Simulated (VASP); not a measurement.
# MnS (R-3m) in VASP: a series of runs, part 2 of 2

VASP 6.6.1. Earlier steps stand in the parts before.

### Step 4. Relaxation of cell and atoms, LDA, collinear spin, ferromagnetic start, target pressure 10 GPa, at which the enthalpy is minimised

File INCAR:

```
SYSTEM = MnS
ALGO = Normal ; EDIFF = 1E-7
EDIFFG = -0.02 ; ENCUT = 600
IBRION = 2 ; ISIF = 3
ISMEAR = -1 ; ISPIN = 2
LASPH = .True. ; LCHARG = .False.
LMAXMIX = 4 ; LORBIT = 11
LREAL = .False. ; LWAVE = .False.
MAGMOM = 4 0 ; NELM = 150
NSW = 40 ; PREC = Accurate
PSTRESS = 100 ; SIGMA = 0.05
```

File KPOINTS:

```
k-points
0
Gamma
  7 7 7
  0 0 0
```

File POSCAR:

```
MnS
1.0
    1.8299960138      1.0565486912      2.9709202777
   -1.8299960138      1.0565486912      2.9709202777
    0.0000000000     -2.1130973823      2.9709202777
Mn S
1 1
Direct
    0.0000000000      0.0000000000      0.0000000000
    0.5000000000      0.5000000000      0.5000000000
```

Potentials or basis: VASP PAW LDA potentials, release 64 (Mn_pv, S).

Run with:

```console
> cat potpaw_LDA.64/Mn_pv/POTCAR potpaw_LDA.64/S/POTCAR > POTCAR
> mpirun -np 1 vasp_std > vasp.out
```

OUTCAR:

```text
SYSTEM = MnS
   EDIFF = 1E-7
   EDIFFG = -0.02
   ENCUT = 600
   IBRION = 2
   ISIF = 3
   ISMEAR = -1
   ISPIN = 2
   LASPH = .True.
   LORBIT = 11
   LREAL = .False.
   NELM = 150
   NSW = 40
   PREC = Accurate
   PSTRESS = 100

 ion  position               nearest neighbor table
   1  0.000  0.000  0.000-   2 2.58   2 2.58   2 2.58   2 2.58   2 2.58   2 2.58
   2  0.500  0.500  0.500-   1 2.58   1 2.58   1 2.58   1 2.58   1 2.58   1 2.58

  LATTYP: Found a trigonal (rhomboedric) cell.
 ALAT       =     3.6457575130
 COS(alpha) =     0.4960879726

  Lattice vectors:

 A1 = (   1.8299960138,   1.0565486912,   2.9709202777)
 A2 = (  -1.8299960138,   1.0565486912,   2.9709202777)
 A3 = (   0.0000000000,  -2.1130973823,   2.9709202777)

Analysis of symmetry for initial positions (statically):
=====================================================================
 Subroutine PRICEL returns:
[... 1262 lines left out ...]
  ---------------------------------------------------
  free energy    TOTEN  =       -15.33621851 eV

  energy without entropy =      -15.32235292  energy(sigma->0) =      -15.32928571

 E-fermi :  10.5352     XC(G=0): -12.7727

 val. band max:       10.5261594490   @ k =  -0.2857   0.2857   0.1429
 cond. band min:      10.5455706657   @ k =   0.4286   0.1429   0.1429
 fundamental gap:      0.0194112167
 Fermi energy:        10.5352483361

 spin component 1

 k-point     1 :       0.0000    0.0000    0.0000
  band No.  band energies     occupation
      1     -35.8272      1.00000
      2     -35.8272      1.00000
      3     -35.8252      1.00000
      4      -6.0717      1.00000
      5       8.9117      1.00000
      6       8.9117      1.00000
      7       8.9438      1.00000
      8       9.5150      1.00000
      9       9.5150      1.00000
     10       9.5377      1.00000
     11       9.6531      1.00000
     12       9.6531      1.00000
[... 886 lines left out ...]
  energy  without entropy=      -15.3223529218  energy(sigma->0) =      -15.32928571

  enthalpy is  TOTEN    =       -13.7804820444 eV   P V=        1.5557364635

 reached required accuracy - stopping structural energy minimisation

 total charge

# of ion       s       p       d       tot
------------------------------------------
    1        0.302   6.290   5.260  11.851
    2        1.320   2.446   0.000   3.766
--------------------------------------------------
tot          1.622   8.736   5.260  15.617

 magnetization (x)

# of ion       s       p       d       tot
------------------------------------------
    1       -0.051  -0.032  -2.721  -2.804
    2       -0.016  -0.034   0.000  -0.050
--------------------------------------------------
tot         -0.066  -0.066  -2.721  -2.854
```

CONTCAR:

```text
MnS
   1.00000000000000
     1.6410267448785778    0.9474472329180255    2.6719275137788965
    -1.6410267448785778    0.9474472329180255    2.6719275137788965
     0.0000000000000000   -1.8948944657499380    2.6719275137801652
  Mn              S
     1     1
Direct
     1.0000000000000000    0.0000000000000000    0.0000000000000000
     0.5000000000000000    0.5000000000000000    0.5000000000000000

  0.00000000E+00  0.00000000E+00  0.00000000E+00
  0.00000000E+00  0.00000000E+00  0.00000000E+00
```

It took 2.6 min on 1 thread of AMD EPYC 9R45 (Zen 5), shared host; peak memory 0.17 GiB.

What came out:

* Free energy: -15.3362 eV
* Relaxed volume: 12.46 Å³/atom
* Relaxed cell: a = 3.276 Å, b = 3.276 Å, c = 3.276 Å, α = 60.13°, β = 60.13°, γ = 60.13°
* Space group after relaxing (to 0.05 Å): Fm-3m (No. 225)
* Energy change on relaxing (the enthalpy is what falls): -143.0 meV/atom
* Ionic steps: 6
* Pressure after relaxing: 10.0 GPa
* Band gap on the k mesh: none (metal or under the smearing width)
* Net moment: -3.01 μB per cell
* Site moments: Mn -2.80; S -0.05 μB
* Valence electrons inside the program's atomic spheres: Mn 11.85; S 3.77

Step by step:
| step | energy change (eV) | largest force (eV/Å) | pressure (GPa) | volume (Å³) |
| --- | --- | --- | --- | --- |
| 1 | 0.0000 | 0.0000 | -11.25 | 34.47 |
| 2 | -0.2362 | 0.0000 | 14.57 | 24.27 |
| 3 | -0.2884 | 0.0000 | 9.76 | 24.96 |
| 4 | -0.2775 | 0.0000 | 10.84 | 24.79 |
| 5 | -0.2921 | 0.0000 | 9.35 | 25.03 |
| 6 | -0.2860 | 0.0000 | 9.97 | 24.93 |

Final structure:
```
Mn S
1.0
     1.64103    0.94745    2.67193
    -1.64103    0.94745    2.67193
     0.00000   -1.89489    2.67193
Mn S
1 1
Direct
  0.00000 0.00000 0.00000
  0.50000 0.50000 0.50000
```

Caveat: the cell is relaxed towards a set pressure, so the enthalpy falls and the energy may rise; the volume moved by over 15 % at a fixed basis, so the end points are rough; a cell with one magnetic atom can't hold antiferromagnetic order, which such compounds often take; semilocal functionals often make such compounds metallic where correlation or magnetic order opens a gap, which also shifts bond lengths. With open d or f shells a metallic result of LDA can be an artefact of self-interaction; +U or a hybrid may open a gap.

### Step 5. Summary

```csv
cell,target pressure,gap on the mesh (eV),pressure (GPa),moment (μB)
relaxed to 2 GPa,2 GPa,none,1.9,3.18
relaxed to 5 GPa,5 GPa,none,4.9,3.11
relaxed to 10 GPa,10 GPa,none,10.0,3.01
```

Alike in all rows: task relaxation of cell and atoms; level LDA; potentials or basis VASP PAW LDA potentials, release 64 (Mn_pv, S); spin collinear, ferromagnetic start; k mesh 7 × 7 × 7; cutoff (eV) 600; smearing fermi-dirac 0.05 eV.

Caveats: the cell is relaxed towards a set pressure, so the enthalpy falls and the energy may rise; the volume moved by over 15 % at a fixed basis, so the end points are rough; a cell with one magnetic atom can't hold antiferromagnetic order, which such compounds often take; semilocal functionals often make such compounds metallic where correlation or magnetic order opens a gap, which also shifts bond lengths.

Total energies depend on the potentials used, so only differences within one code and one set of settings carry meaning.
